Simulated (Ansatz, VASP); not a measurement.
**NaCl: VASP beside Ansatz**

```xyz
2
Lattice="0.0000 2.7052 2.7052 2.7052 0.0000 2.7052 2.7052 2.7052 0.0000" Properties=species:S:1:pos:R:3 pbc="T T T"
Na    0.0000    0.0000    0.0000
Cl    2.7052    2.7052    2.7052
```

Alike in both runs: functional LDA; k mesh 8 × 8 × 8; no spin polarisation.

Ansatz relaxed the structure, and its values are those at the end. VASP's run is a single point on that final structure, the one shown.

|  | VASP | Ansatz |
| --- | --- | --- |
| version | VASP 6.6.1 | Ansatz 0.2.0 |
| potentials or method | VASP PAW LDA potentials, release 64 (Na_pv, Cl) | PAW with Ansatz's default frozen-core files, scalar-relativistic |
| plane-wave cutoff (eV) | 520 | 420 |
| occupations | gaussian, width 0.01 eV | fixed |
| valence electrons in the cell | 14 | 16 |

```csv
,VASP,Ansatz,Ansatz less VASP
pressure (GPa),1.1,1.0,-0.05
```

The two sets of potentials don't hold the same shells in valence.
